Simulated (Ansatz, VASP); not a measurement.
# Cross-check of BN between VASP and Ansatz, part 3 of 3

Wanted: the spread between two codes on one cell, functional and k mesh. The cell is taken from a series of runs on this material, whose earlier steps may have relaxed, scaled, displaced or heated it; both programs get it as it stands.

VASP 6.6.1 and Ansatz 0.2.0.

So far: The structure; Ansatz: zone-centre phonons, LDA, pair 1; VASP: zone-centre phonons, LDA, pair 1; Side by side.

## (5) VASP: zone-centre phonons, LDA, pair 2

Level of this step: LDA; plane waves and PAW (B, N) (VASP).

Second derivatives magnify differences that forces hide, and they need a tight electronic threshold. The cell compared in this pair holds 11.89 Å³, against 11.68 Å³ for the pair before.

Contents of INCAR:

```
SYSTEM = BN
PREC = Accurate
ENCUT = 600
EDIFF = 1E-08
NELM = 120
ISMEAR = 0
SIGMA = 0.01
LREAL = .FALSE.
ALGO = Normal
GGA = CA
NBANDS = 10
LORBIT = 11
LWAVE = .FALSE.
LCHARG = .FALSE.
ISIF = 2
IBRION = 8
LEPSILON = .TRUE.
LASPH = .TRUE.
GGA_COMPAT = .FALSE.
EFERMI = MIDGAP
KPAR = 2
```

Contents of POSCAR:

```
BN
1.0
   -0.0277174553      1.7980063664      1.7980063664
    1.7980063664     -0.0277174553      1.7980063664
    1.7980063664      1.7980063664     -0.0277174553
B N
1 1
Direct
    0.9998401082      0.9998401082      0.9998401082
    0.2501598918      0.2501598918      0.2501598918
```

Contents of KPOINTS:

```
Automatic mesh
0
Gamma
12 12 12
0 0 0
```

Potentials, in the order of the species: B and N (LDA family, release 64).

Run with:

```sh
mpirun -np 2 vasp_std
```

Numbers of over 12 decimals in the logs are rounded to 6 here.

Log:

```text
[... set-up lines as in an earlier step ...]
 entering main loop
       N       E                     dE             d eps       ncg     rms          rms(c)
DAV:   1     0.116518976866E+02    0.11652E+02   -0.54271E+03  3830   0.884E+02
DAV:   2    -0.199685169162E+02   -0.31620E+02   -0.30720E+02  4648   0.169E+02
DAV:   3    -0.205090032131E+02   -0.54049E+00   -0.53953E+00  4378   0.194E+01
DAV:   4    -0.205098212927E+02   -0.81808E-03   -0.81806E-03  4112   0.866E-01
[...]
DAV:  11    -0.193895044212E+02   -0.46473E-06   -0.18186E-06  4190   0.999E-03    0.657E-03
DAV:  12    -0.193895043734E+02    0.47839E-07   -0.46177E-07  4188   0.428E-03    0.467E-04
DAV:  13    -0.193895043736E+02   -0.21544E-09   -0.95162E-09  2442   0.965E-04
   1 F= -.19389504E+02 E0= -.19389504E+02  d E =0.000000E+00
 Linear response reoptimize wavefunctions to high precision
DAV:   1    -0.193895043737E+02   -0.59458E-10   -0.39544E-10  2582   0.219E-04
 Linear response G [H, r] |phi>, progress :
  Direction:   1
       N       E                     dE             d eps       ncg     rms
[...]
RMM:  11    -0.360316068619E-01    0.81567E-08   -0.12845E-06 10146   0.418E-06    0.625E-08
 first order change of Fermi-energy  -0.29687E+01
 force on displaced ion       1 direction 1 : -23.546  -1.008  -1.008
 Born effective charge ion    1 direction 1 :   1.891  -0.013  -0.013
 Linear response progress:
  Degree of freedom:   2/  2
       N       E                     dE             d eps       ncg     rms          rms(c)
RMM:   1    -0.228969743678E+00   -0.22897E+00    0.10785E-01 19484   0.332E+00
RMM:   2    -0.223462295514E+00    0.55074E-02   -0.21763E-03 14676   0.441E-01    0.223E-01
RMM:   3    -0.224424835547E+00   -0.96254E-03   -0.38225E-04 14263   0.153E-01    0.121E-01
RMM:   4    -0.226385828178E+00   -0.19610E-02   -0.36135E-04 13857   0.149E-01    0.226E-02
[...]
RMM:   9    -0.226437975501E+00    0.58102E-07    0.91848E-07 16467   0.232E-05    0.179E-06
RMM:  10    -0.226437957507E+00    0.17994E-07    0.94136E-07 14308   0.883E-06    0.618E-07
RMM:  11    -0.226437961045E+00   -0.35374E-08    0.91697E-07 12247   0.850E-06    0.846E-08
 first order change of Fermi-energy   0.29693E+01
 force on displaced ion       2 direction 1 : -23.545  -1.006  -1.006
 Born effective charge ion    2 direction 1 :  -1.891   0.013   0.013
 Born effective charges drift removed
 Linear response finished
```

From OUTCAR (step 5):

```text
  Total       -0.9388788     -0.9388788     -0.9388788      0.5029033      0.5029033      0.5029033
  in kB     -126.4704754   -126.4704754   -126.4704754     67.7429560     67.7429560     67.7429560
  external PRESSURE =    -126.4704754 kB  Pullay stress =       0.0000000 kB

 POSITION                                       TOTAL-FORCE (eV/Angst)
 -----------------------------------------------------------------------------------
      3.56772      3.56772      3.56772        -0.004129     -0.004129     -0.004129
      0.89264      0.89264      0.89264         0.004129      0.004129      0.004129
 -----------------------------------------------------------------------------------
    total drift:                                0.000005      0.000005      0.000005

 MACROSCOPIC STATIC DIELECTRIC TENSOR (including local field effects in DFT)
 ------------------------------------------------------
           4.602306    -0.044218    -0.044218
          -0.044218     4.602306    -0.044218
          -0.044218    -0.044218     4.602306
 ------------------------------------------------------

 MACROSCOPIC STATIC DIELECTRIC TENSOR IONIC CONTRIBUTION
 ------------------------------------------------------
           2.322444    -0.125905    -0.125905
          -0.125905     2.322444    -0.125905
          -0.125905    -0.125905     2.322444
 ------------------------------------------------------

[... 1 part as in an earlier step ...]

[... 1 further part left out ...]
```

## (6) Ansatz: zone-centre phonons, LDA, pair 2

The same cell, functional (in two slightly different forms) and mesh now go to Ansatz, which takes its cutoff from its data sets.

The cell is taken from a series of runs on this material, whose earlier steps may have relaxed, scaled, displaced or heated it; both programs get it as it stands.

Contents of input.yaml:

```yaml
crystal:
  lattice:
    - [-0.0277174553, 1.7980063664, 1.7980063664]
    - [1.7980063664, -0.0277174553, 1.7980063664]
    - [1.7980063664, 1.7980063664, -0.0277174553]
  atoms:
    - { symbol: B, position: [-0.0001598918, -0.0001598918, -0.0001598918] }
    - { symbol: "N", position: [0.2501598918, 0.2501598918, 0.2501598918] }
kpoints:
  mp_grid: { grid: [12, 12, 12] }
hamiltonian:
  xc: lda
  pseudopotentials: { kind: paw, azcp: { folder: soft_1 }, xc_functional: pbe }
scf:
  occupations: { method: fixed }
output:
  eigenvalues: true
phonons:
  method: dfpt
  dielectric: true
  rigid_motions: translations
```

Run with:

```sh
ansatz run input.yaml --threads 4 --pin off --max-ram 10240MiB --backend cpu --events-out ev --progress --plain --runs-dir out
```

Log:

```text
[...]
Crystal: 2 atoms, lattice volume = 11.894 Å³
Basis set: ecut = 420 eV, 253 PW (Γ), exchange–correlation on 36×36×36 points (8 copies of the dense FFT grid, shifted against one another)
Bands: 8, of which v1, the nominal top of the filled ones, is band 4 counted from 1 (3 counted from 0)
Symmetry: 6 space group operations
k-points: 476 of 1728 (irreducible under 2 space group operations, time reversal used)
[...]
optical modes at Γ + LO–TO along q̂ = [1.0000, 0.0000, 0.0000]:
      ω (cm⁻¹)  modes    IR ((D/Å)²/amu)
[...]
optical modes at Γ + LO–TO along q̂ = [0.0000, 1.0000, 0.0000]:
      ω (cm⁻¹)  modes    IR ((D/Å)²/amu)
[...]
1255.31      1            13.5322
  optical modes at Γ + LO–TO along q̂ = [0.0000, 0.0000, 1.0000]:
      ω (cm⁻¹)  modes    IR ((D/Å)²/amu)
        997.51      1            13.7843
       1038.01      1            13.4730
       1255.31      1            13.5322
[key lines of the parts left out:]
SCF converged after 8 iterations
Free energy (F): -526.441054 eV
Fermi energy:    10.867762 eV
```

## (7) Side by side

Compared:

```tsv
quantity	Ansatz	VASP	difference
ε∞ xx	4.61	4.60	+0.07 %
ε∞ yy	4.61	4.60	+0.07 %
ε∞ zz	4.61	4.60	+0.07 %
Born charge of B1 (mean of the diagonal) (e)	1.90	1.89	0.00
Born charge of N2 (mean of the diagonal) (e)	-1.90	-1.89	0.00
optical mode 1 to 2 (cm⁻¹)	997.5	1002.3	-0.48 %
optical mode 3 (cm⁻¹)	1062.5	1067.4	-0.46 %
```

Modes are paired by rising frequency, not by their patterns, so a pair may set unlike modes beside each other; they are those without the splitting of longitudinal modes.

## (8) Ansatz: zone-centre phonons, LDA, pair 3

Second derivatives magnify differences that forces hide, and they need a tight electronic threshold. The cell compared in this pair holds 12.11 Å³, against 11.89 Å³ for the pair before.

The cell is taken from a series of runs on this material, whose earlier steps may have relaxed, scaled, displaced or heated it; both programs get it as it stands.

input.yaml, the sections that differ from step 6:

```yaml
crystal:
  lattice:
    - [-0.0415161962, 1.8021068786, 1.8021068786]
    - [1.8021068786, -0.0415161962, 1.8021068786]
    - [1.8021068786, 1.8021068786, -0.0415161962]
  atoms:
    - { symbol: B, position: [-0.0001924051, -0.0001924051, -0.0001924051] }
    - { symbol: "N", position: [0.2501924051, 0.2501924051, 0.2501924051] }
# kpoints, hamiltonian, scf, output, phonons: as in step 6
```

Log:

```text
[...]
Crystal: 2 atoms, lattice volume = 12.109 Å³
Basis set: ecut = 420 eV, 253 PW (Γ), exchange–correlation on 36×36×36 points (8 copies of the dense FFT grid, shifted against one another)
Bands: 8, of which v1, the nominal top of the filled ones, is band 4 counted from 1 (3 counted from 0)
Symmetry: 6 space group operations
k-points: 476 of 1728 (irreducible under 2 space group operations, time reversal used)
[...]
optical modes at Γ + LO–TO along q̂ = [1.0000, 0.0000, 0.0000]:
      ω (cm⁻¹)  modes    IR ((D/Å)²/amu)
[...]
optical modes at Γ + LO–TO along q̂ = [0.0000, 1.0000, 0.0000]:
      ω (cm⁻¹)  modes    IR ((D/Å)²/amu)
[...]
1238.19      1            13.6007
  optical modes at Γ + LO–TO along q̂ = [0.0000, 0.0000, 1.0000]:
      ω (cm⁻¹)  modes    IR ((D/Å)²/amu)
        963.25      1            14.0267
       1022.29      1            13.6195
       1238.19      1            13.6007
[key lines of the parts left out:]
SCF converged after 8 iterations
Free energy (F): -526.405106 eV
Fermi energy:    10.599676 eV
```

## (9) VASP: zone-centre phonons, LDA, pair 3

The same cell, functional (in two slightly different forms) and mesh now go to VASP, with its own data sets.

INCAR is that of step 5.

Contents of POSCAR:

```
BN
1.0
   -0.0415161962      1.8021068786      1.8021068786
    1.8021068786     -0.0415161962      1.8021068786
    1.8021068786      1.8021068786     -0.0415161962
B N
1 1
Direct
    0.9998075949      0.9998075949      0.9998075949
    0.2501924051      0.2501924051      0.2501924051
```

KPOINTS is that of step 5.

Run with:

```sh
mpirun -np 2 vasp_std
```

Log:

```text
[... set-up lines as in an earlier step ...]
 entering main loop
       N       E                     dE             d eps       ncg     rms          rms(c)
DAV:   1     0.103509537201E+02    0.10351E+02   -0.54353E+03  3844   0.885E+02
DAV:   2    -0.199643908898E+02   -0.30315E+02   -0.29440E+02  4538   0.165E+02
DAV:   3    -0.204467844207E+02   -0.48239E+00   -0.48161E+00  4424   0.187E+01
DAV:   4    -0.204473763964E+02   -0.59198E-03   -0.59196E-03  4166   0.799E-01
[...]
DAV:  11    -0.193549887286E+02   -0.44512E-06   -0.18336E-06  4206   0.103E-02    0.691E-03
DAV:  12    -0.193549887010E+02    0.27641E-07   -0.42672E-07  4172   0.419E-03    0.697E-04
DAV:  13    -0.193549887009E+02    0.10999E-09   -0.11181E-08  2476   0.103E-03
   1 F= -.19354989E+02 E0= -.19354989E+02  d E =0.000000E+00
 Linear response reoptimize wavefunctions to high precision
DAV:   1    -0.193549887010E+02   -0.62471E-10   -0.53334E-10  2660   0.247E-04
 Linear response G [H, r] |phi>, progress :
  Direction:   1
       N       E                     dE             d eps       ncg     rms
[...]
RMM:  11    -0.357292667765E-01    0.13446E-08   -0.61906E-07 10773   0.558E-06    0.715E-08
 first order change of Fermi-energy  -0.29036E+01
 force on displaced ion       1 direction 1 : -22.524  -1.503  -1.503
 Born effective charge ion    1 direction 1 :   1.902  -0.019  -0.019
 Linear response progress:
  Degree of freedom:   2/  2
       N       E                     dE             d eps       ncg     rms          rms(c)
RMM:   1    -0.228514792247E+00   -0.22851E+00    0.10936E-01 19510   0.331E+00
RMM:   2    -0.223172601960E+00    0.53422E-02   -0.22028E-03 14665   0.444E-01    0.218E-01
RMM:   3    -0.224131666332E+00   -0.95906E-03   -0.37133E-04 14272   0.150E-01    0.119E-01
RMM:   4    -0.226051831143E+00   -0.19202E-02   -0.35178E-04 13859   0.146E-01    0.224E-02
[...]
RMM:  10    -0.226097973212E+00    0.11388E-07    0.16705E-07 14415   0.114E-05    0.651E-07
RMM:  11    -0.226097972756E+00    0.45650E-09    0.18149E-07 13503   0.112E-05    0.111E-07
RMM:  12    -0.226097973546E+00   -0.79018E-09    0.18245E-07 10500   0.109E-05    0.137E-08
 first order change of Fermi-energy   0.29041E+01
 force on displaced ion       2 direction 1 : -22.525  -1.501  -1.501
 Born effective charge ion    2 direction 1 :  -1.902   0.019   0.019
 Born effective charges drift removed
 Linear response finished
```

From OUTCAR (step 9):

```text
  Total       -1.4006666     -1.4006666     -1.4006666      0.7332088      0.7332088      0.7332088
  in kB     -185.3199322   -185.3199322   -185.3199322     97.0096686     97.0096686     97.0096686
  external PRESSURE =    -185.3199322 kB  Pullay stress =       0.0000000 kB

 POSITION                                       TOTAL-FORCE (eV/Angst)
 -----------------------------------------------------------------------------------
      3.56201      3.56201      3.56201        -0.006092     -0.006092     -0.006092
      0.89136      0.89136      0.89136         0.006092      0.006092      0.006092
 -----------------------------------------------------------------------------------
    total drift:                                0.000009      0.000009      0.000009

 MACROSCOPIC STATIC DIELECTRIC TENSOR (including local field effects in DFT)
 ------------------------------------------------------
           4.626728    -0.066783    -0.066783
          -0.066783     4.626728    -0.066783
          -0.066783    -0.066783     4.626728
 ------------------------------------------------------

 MACROSCOPIC STATIC DIELECTRIC TENSOR IONIC CONTRIBUTION
 ------------------------------------------------------
           2.426568    -0.197186    -0.197186
          -0.197186     2.426568    -0.197186
          -0.197186    -0.197186     2.426568
 ------------------------------------------------------

[... 1 part as in an earlier step ...]

[... 1 further part left out ...]
```

## (10) Differences

The two programs side by side:

```tsv
quantity	Ansatz	VASP	difference
ε∞ xx	4.63	4.63	+0.07 %
ε∞ yy	4.63	4.63	+0.07 %
ε∞ zz	4.63	4.63	+0.07 %
Born charge of B1 (mean of the diagonal) (e)	1.91	1.90	0.00
Born charge of N2 (mean of the diagonal) (e)	-1.91	-1.90	0.00
optical mode 1 to 2 (cm⁻¹)	963.2	968.0	-0.49 %
optical mode 3 (cm⁻¹)	1061.7	1066.8	-0.47 %
```

Modes are paired by rising frequency, not by their patterns, so a pair may set unlike modes beside each other; they are those without the splitting of longitudinal modes.

## (11) What came out

```json
{
 "r.m.s. difference of the optical zone-centre modes, each program's sorted by frequency (zone-centre phonons, LDA, pair 1)": "4.8 cm⁻¹",
 "r.m.s. difference of the optical zone-centre modes, each program's sorted by frequency (zone-centre phonons, LDA, pair 2)": "4.9 cm⁻¹",
 "r.m.s. difference of the optical zone-centre modes, each program's sorted by frequency (zone-centre phonons, LDA, pair 3)": "4.9 cm⁻¹"
}
```

**Reading.** The r.m.s. difference of the optical zone-centre modes, each program's sorted by frequency is 4.8 cm⁻¹ (zone-centre phonons, LDA, pair 1). 1 further run of this series is not shown here. How closely two codes agree says nothing of how well the functional describes the real material.

[Lines on the potential files, build, host, timing and source positions are cut from VASP's logs without a mark.]

[Logs are printed without paths, hosts, clocks, repeated set-up lines and the standing remarks that a program may print on its own settings, such as how far it seeks lower states.]

[Hosts, paths, dates, database ids (printed as entryN), source tags and the programs' standing remarks are cut or masked in the printed files.]
